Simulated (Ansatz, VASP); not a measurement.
## One calculation of Ta8H, two programs

```
Ta H
1.0
    -3.32097    3.32097    3.34143
     3.32097   -3.32097    3.34143
     3.32097    3.32097   -3.34143
Ta H
8 1
Direct
  0.99661 0.98850 0.99190
  0.00010 0.99743 0.50267
  0.99529 0.50339 0.99190
  0.99661 0.50471 0.50810
  0.49476 0.99743 0.99733
  0.50257 0.00524 0.50267
  0.50257 0.49990 0.99733
  0.51150 0.50339 0.50810
  0.12500 0.37500 0.25000
```

Alike in both runs: functional r2SCAN; k mesh 6 × 6 × 6; occupations gaussian, width 0.1 eV; no spin polarisation.

Ansatz relaxed the structure, and its values are those at the end. VASP's run is a single point on that final structure, the one shown.

|  | VASP | Ansatz |
| --- | --- | --- |
| version | VASP 6.6.1 | Ansatz 0.2.0 |
| potentials or method | VASP PAW PBE potentials, release 64 (Ta_pv, H) | scalar-relativistic, plane waves, PAW |
| plane-wave cutoff (eV) | 520 | 500 |
| valence electrons in the cell | 89 | 105 |

Ansatz gave:

| Property | Result |
| --- | --- |
| gap on the k mesh at the Fermi level (eV) | none |
| pressure (GPa) | 0.0 |
| rms of the force components (eV/Å) | 0.003 |

Problem. Which values does VASP return?

Solution. gap on the k mesh at the Fermi level (eV): none; pressure (GPa): 0.6; rms of the force components (eV/Å): 0.004.

A gap of «none» marks a metal or a gap that the smearing closes. With one functional, cell and mesh, what is left measures potentials, basis and numerics. The two sets of potentials don't hold the same shells in valence.

Caveats: the PAW data sets were made with another functional, which shifts forces and pressure a little (VASP). The runs have no spin-orbit coupling, so splittings on Ta are missing.
